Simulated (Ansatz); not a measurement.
## CaO: experiment and calculation

**Measured values to compare with.**

From a printed reference work (data compilation), for a bulk crystal of CaO at 273.15 K: lattice constant a 4.8103 Å.

The calculation below tries to reproduce these values; the comparison stands at the end.

These are results of Ansatz 0.2.0, DFT PBE, scalar-relativistic, plane waves, PAW, not measurements.

Settings: cutoff 420 eV, Γ-centred mesh 8×8×8 on the computed 2-atom cell, Gaussian smearing of 0.02 eV; no spin polarisation.

Relaxed structure:

Space group Fm-3m (No. 225). a = 4.831 Å, b = 4.831 Å, c = 4.831 Å, α = 90.00°, β = 90.00°, γ = 90.00°
```json
{"atom": "Ca", "site": "4a", "symmetry": "m-3m", "x": "0.0000", "y": "0.0000", "z": "0.0000"}
{"atom": "O", "site": "4b", "symmetry": "m-3m", "x": "0.5000", "y": "0.0000", "z": "0.0000"}
```

```json
{
 "Space group": "Fm-3m (No. 225)",
 "Volume per atom": "14.09 Å³",
 "Formation energy from the elements' standard states (uncorrected)": "-2.947 eV/atom",
 "Kohn–Sham band gap": "3.66 eV",
 "Orbital (Löwdin) character of the top 1 eV of the valence band": "O 2p 94 %, unprojected 5 %",
 "Bader charge by site (e)": "Ca (1 in the cell) 1.48, O (1 in the cell) -1.48"
}
```

Against the measured lattice constant a of CaO, 4.8103 Å (273.15 K; a printed reference work (data compilation)), the calculated 4.831 Å is off by +0.4 %. The calculation is for 0 K without zero-point motion.

The cell was reached from a generator's guess, though it ends in a space group that the Crystallography Open Database lists for this formula. Kohn–Sham gaps at this level usually fall short of measured ones.
